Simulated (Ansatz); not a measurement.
Input and command of a plane-wave DFT calculation in Ansatz:

```yaml
crystal:
  lattice:
    - [0.0, 1.8962775, 1.9449]
    - [1.8962775, 0.0, 1.9449]
    - [1.8962775, 1.8962775, 0.0]
  atoms:
    - { symbol: Pd, position: [0.0, 0.0, 0.0] }
basis:
  ecutwfc: 420
kpoints:
  mp_grid: { grid: [20, 20, 20] }
hamiltonian:
  xc: pbe
scf:
  occupations: { method: gaussian, width: 0.15 }
output:
  forces: true
  stress: true
  eigenvalues: true
```

```bash
ansatz run input.yaml --threads 1 --pin off --max-ram 2560MiB --backend cpu --events-out ev --progress --plain --runs-dir out
```

Processor: Arm Neoverse V1, 1 thread, on a host shared with other jobs.

Problem. Estimate time, memory and problem size.

Solution. About 6.5 s on 1 thread of Arm Neoverse V1, on a shared host, peak memory 0.37 GiB. It solves 13 bands at 641 k points (the mesh reduced by symmetry) with about 283 plane waves, in 6 SCF iterations.
